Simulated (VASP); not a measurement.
Wanted: the native input for a VASP 6.6.1 run.

```yaml
Task: relaxation of cell and atoms
Functional: BLYP
Dispersion: D4
Potentials_or_basis: VASP PAW PBE potentials, release 64 (Hg, Se)
Cutoff: 600 eV
k_mesh: 8 × 8 × 8
Occupations: fermi-dirac, width 0.05 eV
Spin: no spin polarisation
Further_INCAR_settings: ALGO = Normal; EDIFF = 1e-06; IBRION = 2; EDIFFG = -0.01; NSW = 40; ISIF = 3
```

The structure of HgSe lies in POSCAR:

```
HgSe
1.0
    0.0000000000      3.0390000000      3.0390000000
    3.0390000000      0.0000000000      3.0390000000
    3.0390000000      3.0390000000      0.0000000000
Hg Se
1 1
Direct
    0.0000000000      0.0000000000      0.0000000000
    0.7500000000      0.7500000000      0.7500000000
```

The input as run:

INCAR

```
SYSTEM = HgSe
PREC = Accurate ; ENCUT = 600
EDIFF = 1E-6 ; ISMEAR = -1
SIGMA = 0.05 ; LREAL = .FALSE.
LASPH = .TRUE. ; NELM = 100
ALGO = Normal ; ISIF = 3
LWAVE = .FALSE. ; LCHARG = .FALSE.
GGA = B5 ; ALDAX = 1.0
AGGAX = 1.0 ; AGGAC = 1.0
ALDAC = 0.0 ; IVDW = 13
VDW_S6 = 1.0 ; VDW_S8 = 2.34076671
VDW_A1 = 0.44488865 ; VDW_A2 = 4.0933009
IBRION = 2 ; NSW = 40
EDIFFG = -0.01
```

KPOINTS

```
regular mesh
0
G
  8 8 8
  0 0 0
```

Potentials or basis: VASP PAW PBE potentials, release 64 (Hg, Se).

Command:

```console
$ cat potpaw_PBE.64/Hg/POTCAR potpaw_PBE.64/Se/POTCAR > POTCAR
$ mpirun -np 1 vasp_std > vasp.out
```

It gave:

| Item | Value |
| --- | --- |
| Relaxed volume | 30.53 Å³/atom |
| Relaxed cell | a = 4.420 Å, b = 4.420 Å, c = 4.420 Å, α = 60.00°, β = 60.00°, γ = 60.00° |
| Space group after relaxing (to 0.05 Å) | F-43m (No. 216) |
| Energy gained by relaxing | 33.0 meV/atom |
| Ionic steps | 3 |
| Pressure after relaxing | 0.0 GPa |
| Band gap on the k mesh | none (metal or under the smearing width) |
| Dispersion energy per atom | -0.594 eV |

Caveat: the PAW data sets were made with another functional, which shifts forces and pressure a little; pairwise dispersion overbinds metals, which lowers pressure and volume.

It took 91 s on 1 thread of Intel(R) Xeon(R) Platinum 8488C (Sapphire Rapids), with other jobs on the host, peak memory 0.22 GiB.
